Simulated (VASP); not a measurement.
# PtS2 (P-3m1) in VASP: a series of runs, part 3 of 3

VASP 6.6.1. Earlier steps stand in the parts before.

## (5) Dielectric tensor, PBE

Input file INCAR:

```
  PREC = Accurate
  ENCUT = 280
  EDIFF = 1E-8
  ISMEAR = 0
  SIGMA = 0.01
  LREAL = False
  LASPH = True
  NELM = 100
  ALGO = Normal
  ISIF = 2
  LWAVE = False
  LCHARG = False
  GGA = PE
  LEPSILON = True
```

Input file KPOINTS:

```
regular mesh
0
Gamma
  7 7 4
```

Input file POSCAR:

```
PtS2
1.0
    3.5432000000      0.0000000000      0.0000000000
   -1.7716000000      3.0685012107      0.0000000000
    0.0000000000      0.0000000000      5.0388000000
Pt S
1 2
Direct
    0.0000000000      0.0000000000      0.0000000000
    0.6666666667      0.3333333333      0.7730000000
    0.3333333333      0.6666666667      0.2270000000
```

Potentials or basis: VASP PAW PBE potentials, release 64 (Pt, S).

Run with:

```bash
> cat potpaw_PBE.64/Pt/POTCAR potpaw_PBE.64/S/POTCAR > POTCAR
> mpirun -np 1 vasp_std > vasp.out
```

OUTCAR:

```text
PREC = Accurate
   ENCUT = 280
   EDIFF = 1E-8
   ISMEAR = 0
   LREAL = False
   LASPH = True
   NELM = 100
   ISIF = 2
   GGA = PE
   LEPSILON = True

 Found     28 irreducible k-points:

 Following reciprocal coordinates:
            Coordinates               Weight
  0.000000  0.000000  0.000000      1.000000
  0.142857  0.000000  0.000000      6.000000
  0.285714  0.000000  0.000000      6.000000
  0.428571  0.000000  0.000000      6.000000
  0.142857  0.142857  0.000000      6.000000
  0.285714  0.142857  0.000000     12.000000
   k-points           NKPTS =     28   k-points in BZ     NKDIM =     28   number of bands    NBANDS=     15
   number of dos      NEDOS =    301   number of ions     NIONS =      3
   total plane-waves  NPLWV =  11200
   dimension x,y,z NGX =    20 NGY =   20 NGZ =   28
   dimension x,y,z NGXF=    40 NGYF=   40 NGZF=   56
   ions per type =               1   2
   NGX,Y,Z   is equivalent  to a cutoff of   9.38,  9.38,  9.24 a.u.
   NGXF,Y,Z  is equivalent  to a cutoff of  18.77, 18.77, 18.48 a.u.
 SYSTEM =  unknown system
   PREC   = accura    normal or accurate (medium, high low for compatibility)
   ISTART =      0    job   : 0-new  1-cont  2-samecut
   ICHARG =      2    charge: 1-file 2-atom 10-const
   ISPIN  =      1    spin polarized calculation?
   LNONCOLLINEAR =      F non collinear calculations
   LSORBIT =      F    spin-orbit coupling
   LASPH  =      T    aspherical Exc in radial PAW
   ENCUT  =  280.0 eV  20.58 Ry    4.54 a.u.   4.83  4.83  6.87*2*pi/ulx,y,z
   NELM   =    100;   NELMIN=  2; NELMDL= -5     # of ELM steps
   EDIFF  = 0.1E-07   stopping-criterion for ELM
   LREAL  =      F    real-space projection
   EDIFFG = 0.1E-06   stopping-criterion for IOM
   NSW    =      0    number of steps for IOM
   IBRION =     -1    ionic relax: 0-MD 1-quasi-New 2-CG
   NFREE  =      0    steps in history (QN), initial steepest desc. (CG)
   ISIF   =      2    stress and relaxation
   ISYM   =      2    0-nonsym 1-usesym 2-fastsym
   POTIM  = 0.5000    time-step for ionic-motion
   TEBEG  =    0.0;   TEEND  =   0.0 temperature during run
   PSTRESS=    0.0 pullay stress
   NELECT =      22.0000    total number of electrons
   NUPDOWN=      -1.0000    fix difference up-down
   EMIN   =  10.00;   EMAX   =-10.00  energy-range for DOS
   EFERMI =   0.00;   METHOD = LEGACY
   ISMEAR =     0;   SIGMA  =   0.01  broadening in eV -4-tet -1-fermi 0-gaus
   EFERMI_NEDOS =   21; number of points for ismear=-14 and -15
   IALGO  =     38    algorithm
   IMIX   =      4    mixing-type and parameters
     AMIX     =   0.40;   BMIX     =  1.00
     AMIX_MAG =   1.60;   BMIX_MAG =  1.00
  volume/ion in A,a.u.               =      18.26       123.23
  Fermi-wavevector in a.u.,A,eV,Ry     =   1.207812  2.282434 19.848315  1.458810
  Thomas-Fermi vector in A             =   2.343439
   LORBIT       =      0    0 simple, 1 ext, 2 COOP (PROOUT), +10 PAW based schemes
   GGA     = PE    functional components
   LHFCALC =     F    Hartree Fock is set to
   AEXX    =    0.0000 exact exchange contribution
   IVDW    =     0    specifies the selected vdW correction
   LEPSILON=     T    determine dielectric tensor
   LRPA    =     F    only Hartree local field effects (RPA)
[... 131 lines left out ...]
  --------------------------------------------------------------------------------------
  -------------------------------------------------------------------------------------
  Total        3.7430487      3.7430487      3.2581694      0.0000000      0.0000000      0.0000000
  in kB      109.4679466    109.4679466     95.2873290      0.0000000      0.0000000      0.0000000
  external PRESSURE =     104.7410741 kB  Pullay stress =       0.0000000 kB

 VOLUME and BASIS-vectors are now :
 -----------------------------------------------------------------------------
  energy-cutoff  :      280.00
  volume of cell :       54.78
      direct lattice vectors                 reciprocal lattice vectors
     3.543200000  0.000000000  0.000000000     0.282230752  0.162946001  0.000000000
    -1.771600000  3.068501211  0.000000000     0.000000000  0.325892001  0.000000000
     0.000000000  0.000000000  5.038800000     0.000000000  0.000000000  0.198459951

 POSITION                                       TOTAL-FORCE (eV/Angst)
 -----------------------------------------------------------------------------------
      0.00000      0.00000      0.00000         0.000000     -0.000000      0.000000
      1.77160      1.02283      3.89499         0.000000     -0.000000     -1.222078
     -0.00000      2.04567      1.14381        -0.000000      0.000000      1.222078
 -----------------------------------------------------------------------------------
    total drift:                                0.000000     -0.000000      0.000000

  FREE ENERGIE OF THE ION-ELECTRON SYSTEM (eV)
  ---------------------------------------------------
  free  energy   TOTEN  =       -15.2636479098 eV

  energy  without entropy=      -15.2636479098  energy(sigma->0) =      -15.26364791

 HEAD OF MICROSCOPIC STATIC DIELECTRIC TENSOR (INDEPENDENT PARTICLE, excluding Hartree and local field effects)
 ------------------------------------------------------
          20.513688    -0.000000     0.000000
          -0.000000    20.513688    -0.000000
           0.000000    -0.000000    13.373569
 ------------------------------------------------------

 Free energy of the ion-electron system (eV)
  ---------------------------------------------------
  ---------------------------------------------------
  free energy    TOTEN  =        -2.97345855 eV

  energy without entropy =       -2.97345855

------------------------ aborting loop because EDIFF is reached ----------------------------------------

--------------------------------------- Ionic step        2  -------------------------------------------

------------------------ aborting loop because EDIFF is reached ----------------------------------------

--------------------------------------- Ionic step        3  -------------------------------------------

 Free energy of the ion-electron system (eV)
  ---------------------------------------------------
  ---------------------------------------------------
  free energy    TOTEN  =        -1.49603757 eV

  energy without entropy =       -1.49603757

------------------------ aborting loop because EDIFF is reached ----------------------------------------

 PIEZOELECTRIC TENSOR FIELD DIRECTION 3  (e Angst)
 -----------------------------------------------------------------------------
     0.00669  0.00000  0.00000           (  0.00006  0.00000  0.00000)
     0.00000  0.00669  0.00000           (  0.00000  0.00006  0.00000)
     0.00000  0.00000 -0.02173           (  0.00000  0.00000 -0.00002)

 PIEZOELECTRIC TENSOR FIELD DIRECTION 3  (C/m^2)
 -----------------------------------------------------------------------------
     0.00196  0.00000  0.00000
     0.00000  0.00196  0.00000
     0.00000  0.00000 -0.00636

 MACROSCOPIC STATIC DIELECTRIC TENSOR (including local field effects in DFT)
 ------------------------------------------------------
          19.264578    -0.000000     0.000000
           0.000000    19.264578     0.000000
           0.000000     0.000000    10.461825
 ------------------------------------------------------

 PIEZOELECTRIC TENSOR (including local field effects)  for field in x, y, z        (e  Angst)
          XX          YY          ZZ          XY          YZ          ZX
  --------------------------------------------------------------------------------
  x     0.00000     0.00000     0.00000     0.00000     0.00000     0.00000
  y     0.00000     0.00000     0.00000     0.00000     0.00000     0.00000
  z     0.00000     0.00000     0.00000     0.00000     0.00000     0.00000

 PIEZOELECTRIC TENSOR (including local field effects)  for field in x, y, z        (C/m^2)
          XX          YY          ZZ          XY          YZ          ZX
  --------------------------------------------------------------------------------
  x     0.00000     0.00000     0.00000     0.00000     0.00000     0.00000
  y     0.00000     0.00000     0.00000     0.00000     0.00000     0.00000
  z     0.00000     0.00000     0.00000     0.00000     0.00000     0.00000

 BORN EFFECTIVE CHARGES (including local field effects) (in |e|, cummulative output)
 ---------------------------------------------------------------------------------
 ion    1
    1     3.09442     0.00000     0.00000
    2     0.00000     3.09442     0.00000
    3     0.00000     0.00000    -0.48645
 ion    2
    1    -1.54721     0.00000    -0.00000
    2     0.00000    -1.54721     0.00000
    3     0.00000     0.00000     0.24323
 ion    3
    1    -1.54721     0.00000    -0.00000
    2     0.00000    -1.54721     0.00000
    3     0.00000     0.00000     0.24323
```

OSZICAR:

```text
N       E                     dE             d eps       ncg     rms          rms(c)
DAV:   1     0.750357234714E+02    0.75036E+02   -0.74399E+03   911   0.774E+02
DAV:   2    -0.137223591733E+02   -0.88758E+02   -0.86097E+02  1099   0.192E+02
DAV:   3    -0.166206084400E+02   -0.28982E+01   -0.28901E+01  1043   0.394E+01
[... 11 lines left out ...]
RMM:   9    -0.149606214132E+01   -0.50725E-03    0.89683E-06  1370   0.111E-02    0.289E-03
RMM:  10    -0.149601204812E+01    0.50093E-04    0.40566E-05  1438   0.211E-03    0.865E-04
RMM:  11    -0.149603359159E+01   -0.21543E-04    0.40290E-06  1404   0.102E-03    0.392E-04
RMM:  12    -0.149603751508E+01   -0.39235E-05   -0.47207E-07  1263   0.293E-04    0.848E-05
RMM:  13    -0.149603764897E+01   -0.13389E-06   -0.21517E-06   822   0.775E-05    0.431E-05
RMM:  14    -0.149603780483E+01   -0.15586E-06   -0.52996E-07   760   0.781E-05    0.138E-05
RMM:  15    -0.149603756708E+01    0.23775E-06    0.36365E-07   343   0.517E-05    0.269E-06
```

Wall time 80 s (1 thread of Intel Xeon Platinum 8488C (Sapphire Rapids), shared host); peak memory 0.17 GiB.

The run converged, but some of its settings lie outside the range that counts as converged, so its numbers aren't taken as properties of the crystal.

What came out:

| Quantity | Value |
| --- | --- |
| Band gap on the k mesh | 0.85 eV, indirect (least direct gap 1.03 eV) |
| Electronic dielectric tensor (diagonal) | 19.26, 19.26, 10.46 |
| Born charges (mean of the diagonal) | Pt +1.90; S -0.95 e |

Caveat: the cutoff is under 1.25 times the usual one of these potentials, so pressure, stress and relaxed cells hold a basis-set (Pulay) error; spin-orbit coupling is left out, which moves the levels of the heavy elements; an odd mesh through Γ misses points on the zone boundary, where band edges often lie.

## (6) Dielectric tensor, PBE

Edit INCAR of step 5 so:

```diff
@@ -1,3 +1,3 @@
   PREC = Accurate
-  ENCUT = 280
+  ENCUT = 340
   EDIFF = 1E-8
```

KPOINTS is that of step 5.

POSCAR is that of step 5.

Potentials or basis: VASP PAW PBE potentials, release 64 (Pt, S).

Run with:

```bash
> cat potpaw_PBE.64/Pt/POTCAR potpaw_PBE.64/S/POTCAR > POTCAR
> mpirun -np 1 vasp_std > vasp.out
```

OUTCAR:

```text
PREC = Accurate
   ENCUT = 340
   EDIFF = 1E-8
   ISMEAR = 0
   LREAL = False
   LASPH = True
   NELM = 100
   ISIF = 2
   GGA = PE
   LEPSILON = True

 Found     28 irreducible k-points:

 Following reciprocal coordinates:
            Coordinates               Weight
  0.000000  0.000000  0.000000      1.000000
  0.142857  0.000000  0.000000      6.000000
  0.285714  0.000000  0.000000      6.000000
  0.428571  0.000000  0.000000      6.000000
  0.142857  0.142857  0.000000      6.000000
  0.285714  0.142857  0.000000     12.000000
   k-points           NKPTS =     28   k-points in BZ     NKDIM =     28   number of bands    NBANDS=     15
   number of dos      NEDOS =    301   number of ions     NIONS =      3
   total plane-waves  NPLWV =  17280
   dimension x,y,z NGX =    24 NGY =   24 NGZ =   30
   dimension x,y,z NGXF=    48 NGYF=   48 NGZF=   60
   ions per type =               1   2
   NGX,Y,Z   is equivalent  to a cutoff of  11.26, 11.26,  9.90 a.u.
   NGXF,Y,Z  is equivalent  to a cutoff of  22.52, 22.52, 19.80 a.u.
 SYSTEM =  unknown system
   PREC   = accura    normal or accurate (medium, high low for compatibility)
   ISTART =      0    job   : 0-new  1-cont  2-samecut
   ICHARG =      2    charge: 1-file 2-atom 10-const
   ISPIN  =      1    spin polarized calculation?
   LNONCOLLINEAR =      F non collinear calculations
   LSORBIT =      F    spin-orbit coupling
   LASPH  =      T    aspherical Exc in radial PAW
   ENCUT  =  340.0 eV  24.99 Ry    5.00 a.u.   5.33  5.33  7.58*2*pi/ulx,y,z
   NELM   =    100;   NELMIN=  2; NELMDL= -5     # of ELM steps
   EDIFF  = 0.1E-07   stopping-criterion for ELM
   LREAL  =      F    real-space projection
   EDIFFG = 0.1E-06   stopping-criterion for IOM
   NSW    =      0    number of steps for IOM
   IBRION =     -1    ionic relax: 0-MD 1-quasi-New 2-CG
   NFREE  =      0    steps in history (QN), initial steepest desc. (CG)
   ISIF   =      2    stress and relaxation
   ISYM   =      2    0-nonsym 1-usesym 2-fastsym
   POTIM  = 0.5000    time-step for ionic-motion
[... 187 lines left out ...]
 ------------------------------------------------------

 Free energy of the ion-electron system (eV)
  ---------------------------------------------------
  ---------------------------------------------------
  free energy    TOTEN  =        -2.98664490 eV

  energy without entropy =       -2.98664490

------------------------ aborting loop because EDIFF is reached ----------------------------------------

--------------------------------------- Ionic step        2  -------------------------------------------

------------------------ aborting loop because EDIFF is reached ----------------------------------------

--------------------------------------- Ionic step        3  -------------------------------------------

 Free energy of the ion-electron system (eV)
  ---------------------------------------------------
  ---------------------------------------------------
  free energy    TOTEN  =        -1.50175734 eV

  energy without entropy =       -1.50175734

------------------------ aborting loop because EDIFF is reached ----------------------------------------

 PIEZOELECTRIC TENSOR FIELD DIRECTION 3  (e Angst)
 -----------------------------------------------------------------------------
     0.00671  0.00000  0.00000           (  0.00006  0.00000  0.00000)
     0.00000  0.00671  0.00000           (  0.00000  0.00006  0.00000)
     0.00000  0.00000 -0.02175           (  0.00000  0.00000 -0.00002)

 PIEZOELECTRIC TENSOR FIELD DIRECTION 3  (C/m^2)
 -----------------------------------------------------------------------------
     0.00196  0.00000  0.00000
     0.00000  0.00196  0.00000
     0.00000  0.00000 -0.00636

 MACROSCOPIC STATIC DIELECTRIC TENSOR (including local field effects in DFT)
 ------------------------------------------------------
          19.320223     0.000000     0.000000
          -0.000000    19.320223    -0.000000
           0.000000    -0.000000    10.490639
 ------------------------------------------------------

 PIEZOELECTRIC TENSOR (including local field effects)  for field in x, y, z        (e  Angst)
          XX          YY          ZZ          XY          YZ          ZX
  --------------------------------------------------------------------------------
  x     0.00000     0.00000     0.00000     0.00000     0.00000     0.00000
  y     0.00000     0.00000     0.00000     0.00000     0.00000     0.00000
  z     0.00000     0.00000     0.00000     0.00000     0.00000     0.00000

 PIEZOELECTRIC TENSOR (including local field effects)  for field in x, y, z        (C/m^2)
          XX          YY          ZZ          XY          YZ          ZX
  --------------------------------------------------------------------------------
  x     0.00000     0.00000     0.00000     0.00000     0.00000     0.00000
  y     0.00000     0.00000     0.00000     0.00000     0.00000     0.00000
  z     0.00000     0.00000     0.00000     0.00000     0.00000     0.00000

 BORN EFFECTIVE CHARGES (including local field effects) (in |e|, cummulative output)
 ---------------------------------------------------------------------------------
 ion    1
    1     3.10540     0.00000     0.00000
    2     0.00000     3.10540     0.00000
    3     0.00000    -0.00000    -0.48271
 ion    2
    1    -1.55270     0.00000    -0.00000
    2     0.00000    -1.55270     0.00000
    3     0.00000     0.00000     0.24136
 ion    3
    1    -1.55270     0.00000    -0.00000
    2     0.00000    -1.55270     0.00000
    3    -0.00000     0.00000     0.24136
```

Wall time 85 s (1 thread of Intel Xeon Platinum 8488C (Sapphire Rapids), shared host); peak memory 0.2 GiB.

The run converged, but some of its settings lie outside the range that counts as converged, so its numbers aren't taken as properties of the crystal.

Results:

```yaml
Band_gap_on_the_k_mesh: 0.85 eV, indirect (least direct gap 1.03 eV)
Electronic_dielectric_tensor_diagonal: 19.32, 19.32, 10.49
Born_charges_mean_of_the_diagonal: Pt +1.91; S -0.95 e
```

Caveat: spin-orbit coupling is left out, which moves the levels of the heavy elements; an odd mesh through Γ misses points on the zone boundary, where band edges often lie.
